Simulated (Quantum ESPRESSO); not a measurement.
The system is ZrB2.

```xyz
3
Lattice="3.1700 0.0000 0.0000 -1.5850 2.7453 0.0000 0.0000 0.0000 3.5330" Properties=species:S:1:pos:R:3 pbc="T T T"
Zr    0.0000    0.0000    0.0000
B     1.5850    0.9151    1.7665
B     0.0000    1.8302    1.7665
```

* Program: Quantum ESPRESSO 7.5
* Task: phonons
* Functional: PBE
* Potentials or basis: GBRV 1.5 PBE
* Cutoff: 612 eV
* Density cutoff: 4898 eV
* k mesh: 10 × 10 × 8
* Occupations: cold, width 0.2 eV
* Spin: no spin polarisation
* Mixing beta: 0.5
* Most SCF iterations: 120
* SCF threshold: 6e-10 Ry

The cell and the atoms were relaxed first, to 10.28 Å³/atom (a = 3.169 Å, b = 3.169 Å, c = 3.546 Å, α = 90.00°, β = 90.00°, γ = 120.00°), and the response was taken there.

```xyz
3
Lattice="3.1686 0.0000 0.0000 -1.5843 2.7441 0.0000 0.0000 0.0000 3.5456" Properties=species:S:1:pos:R:3 pbc="T T T"
Zr    0.0000    0.0000    0.0000
B     1.5843    0.9147    1.7728
B     0.0000    1.8294    1.7728
```

What is the highest optical frequency at the zone centre?

765 cm⁻¹, a mode of symmetry E2g (Raman).

Optical modes at Γ, degenerate ones joined:
```csv
cm⁻¹,components,symmetry,active in
449,2,E1u,IR
464,1,A2u,IR
546,1,B1g,silent
765,2,E2g,Raman
```

Caveat: the mesh is thin for the phonons of a metal.
